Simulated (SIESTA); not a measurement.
NiO under changes of volume

One of the cells (9.076 Å³/atom); the others are scaled copies at fixed shape and fractional positions:

```xyz
2
Lattice="0.0000 2.0859 2.0859 2.0859 0.0000 2.0859 2.0859 2.0859 0.0000" Properties=species:S:1:pos:R:3 pbc="T T T"
Ni    0.0000    0.0000    0.0000
O     2.0859    2.0859    2.0859
```

```yaml
Program: SIESTA 5.4.2
Functional: LDA
Potentials_or_basis: PseudoDojo 0.4 standard (LDA files)
Basis: DZP (energy shift 0.003 Ry; two zetas on semicore shells)
Grid_cutoff: 800 Ry
Energy_shift: 0.003 Ry
k_mesh: 8 × 8 × 8
Occupations: fermi-dirac, width 0.05 eV
Spin: collinear spin, ferromagnetic start
Starting_moments: "[1.0, 0.0] μB"
```

```tsv
volume (Å³/atom)	energy over the lowest point (meV/atom)	pressure (GPa)	moment (μB per cell)
8.531	0.00	-5.6	0.71
8.713	9.11	-10.4	0.71
8.894	23.33	-14.6	0.71
9.076	?	?	?
9.257	64.21	-21.3	0.73
9.439	90.08	-24.1	0.73
9.620	118.93	-26.5	0.74
```

Problem. What does the run at 9.076 Å³/atom give?

Solution. Energy over the lowest point 41.84 meV/atom; pressure -18.0 GPa; moment 0.72 μB per cell.

Worked out: A Birch-Murnaghan fit of order 3 (a polynomial in V^(-2/3)) to the other rows has its minimum at 8.33 Å³/atom, just outside them, with B0 = V·E''(V) = 259 GPa and B' = 4.6. It gives 41.85 meV/atom at 9.076 Å³/atom, against the run's 41.84, and -dE/dV = -18.1 GPa, against -18.0. A straight line through the other rows of the moment, of slope 0.0295 μB per Å³/atom, gives 0.72 μB, against the run's 0.72.

Energies are extrapolated to zero smearing.

Caveats: short orbitals over semicore shells can move pressures by several GPa; the basis of atomic orbitals isn't converged, which shifts pressures, moduli and gaps; a cell with one magnetic atom can't hold antiferromagnetic order, which such compounds often take.
